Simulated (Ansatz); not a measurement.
**NaCl under strains and displacements**

Computed with Ansatz 0.2.0, DFT PBEsol, scalar-relativistic, plane waves, PAW.

Plane waves to 420 eV, a k mesh through Γ of 6×6×6 on the computed 2-atom cell and Gaussian smearing (0.02 eV); no spin polarisation.

Reference cell:

```
CELL_PARAMETERS angstrom
3.50219 0.00000 0.00000
0.00000 3.50219 0.00000
0.00000 0.00000 3.50219
ATOMIC_POSITIONS crystal
Na 0.00000 0.00000 0.00000
Cl 0.50000 0.50000 0.50000
```

Each variant moves atoms of this cell by the vectors given, if any (Å), and then applies a symmetric strain (tensor components, Cartesian axes). The reference cell isn't relaxed at this level. Energies are per atom at zero smearing, counted from the lowest variant. Pressure is positive in compression.

1. strain (xx yy zz yz xz xy, %) -1.25 -1.25 -1.25 0.00 0.00 0.00
2. strain (xx yy zz yz xz xy, %) 4.20 4.20 4.20 -1.00 1.00 -1.00
3. strain (xx yy zz yz xz xy, %) 4.94 4.94 4.94 6.00 -6.00 -6.00
4. strain (xx yy zz yz xz xy, %) 0.84 0.84 0.84 0.00 0.00 0.00
5. strain (xx yy zz yz xz xy, %) -1.38 -1.38 -1.38 0.00 0.00 0.00
6. strain (xx yy zz yz xz xy, %) -2.98 -2.90 -2.46 -0.04 -0.02 -0.50; moves: Na1 (-0.078, 0.123, 0.035); Cl2 (0.078, -0.123, -0.035)
7. strain (xx yy zz yz xz xy, %) -0.91 -0.91 0.41 0.29 0.29 1.00; moves: Na1 (-0.010, -0.010, 0.099); Cl2 (0.010, 0.010, -0.099)
8. strain (xx yy zz yz xz xy, %) 4.76 4.76 4.76 0.00 0.00 0.00

```csv
variant,ΔE (meV/atom),P (GPa),largest force (eV/Å),gap on mesh (eV),space group
1,0.1,-0.28,0.00,3.96,Pm-3m
2,45.4,-3.27,0.00,3.50,R-3m
3,33.1,-3.14,0.00,3.63,R-3m
4,9.0,-1.76,0.00,3.76,Pm-3m
5,0.0,-0.16,0.00,3.97,Pm-3m
6,18.3,2.02,0.25,4.14,P1
7,5.9,-0.55,0.07,3.89,Cm
8,54.3,-3.46,0.00,3.45,Pm-3m
```

This CsCl-type form isn't the usual stable structure of the compound.